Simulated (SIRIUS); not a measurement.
Runs of SIRIUS 7.12.0 on Co. Symmetry: P6_3/mmc, No. 194, hexagonal system. The conventional cell has a = 2.472 Å, b = 2.472 Å, c = 4.021 Å, α = 90.00°, β = 90.00°, γ = 120.00°. Around Co (site symmetry -6m2) lie 12 Co at 2.47 Å. 

```csv
level,gap on the mesh (eV),pressure (GPa),moment (μB)
revPBE,none,12.1,3.55
WC,none,-2.8,(c)
BLYP,none,15.5,(a)
PBEsol,none,-4.0,3.48
xPBE,none,(b),3.55
```

Alike in all rows: task single point; potentials or basis PseudoDojo 0.4.1 PBE standard (scalar relativistic); spin collinear, ferromagnetic start; cell as given; k mesh 5 × 5 × 3; cutoff (eV) 1307; smearing fermi-dirac 0.05 eV; the mesh is coarse, so values aren't converged.

**Question.** Fill in the values left out.

**Answer.** (a) 3.46; (b) 11.1; (c) 3.50.

Caveats: all runs use coarse meshes; the potentials were made for another functional, which shifts forces and pressure.

A k mesh can miss the band edges.

A gap of «none» marks a metal or a gap under the smearing width.

Not every run made on this cell is shown here.
